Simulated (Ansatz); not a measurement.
**HfC under changes of volume**

One of the cells (12.587 Å³/atom); the others are scaled copies at fixed shape and fractional positions:

```
Hf C
1.0
     3.34287    0.00000    0.00000
    -1.67143    2.89501    0.00000
     0.00000    0.00000    5.20271
Hf C
2 2
Direct
  0.33333 0.66667 0.25000
  0.66667 0.33333 0.75000
  0.00000 0.00000 0.50000
  0.00000 0.00000 0.00000
```

The cell comes from a database or a generator and needn't be the stable form of this composition.

- Program: Ansatz 0.2.0
- Functional: LDA
- Potentials or basis: Ansatz PAW
- Cutoff: 420 eV (not typed: the program's choice for these potentials)
- k mesh: 9 × 9 × 5
- Occupations: fermi-dirac, width 0.05 eV
- Spin: no spin polarisation

| volume (Å³/atom) | energy over the lowest point (meV/atom) | pressure (GPa) |
| --- | --- | --- |
| 11.832 | 0.00 | 2.1 |
| 12.084 | 1.03 | -3.3 |
| 12.336 | 10.16 | -8.2 |
| 12.587 | 26.53 | -12.6 |
| 12.839 | ? | ? |
| 13.091 | 78.33 | -20.1 |
| 13.343 | 112.45 | -23.3 |

Task: What does the run at 12.839 Å³/atom give?

Result: Energy over the lowest point 49.48 meV/atom; pressure -16.6 GPa.

Worked out: A Birch-Murnaghan fit of order 3 (a polynomial in V^(-2/3)) to the other rows has its minimum at 11.93 Å³/atom with B0 = V·E''(V) = 261 GPa and B' = 4.1 at fixed shape and positions, which overstates the stiffness. It gives 49.49 meV/atom at 12.839 Å³/atom, against the run's 49.48, and -dE/dV = -16.5 GPa, against -16.6.

Energies are extrapolated to zero smearing.

Caveats: the PAW data sets come from PBE, with cores solved anew for the run's functional, which leaves a small shift of forces and pressure.
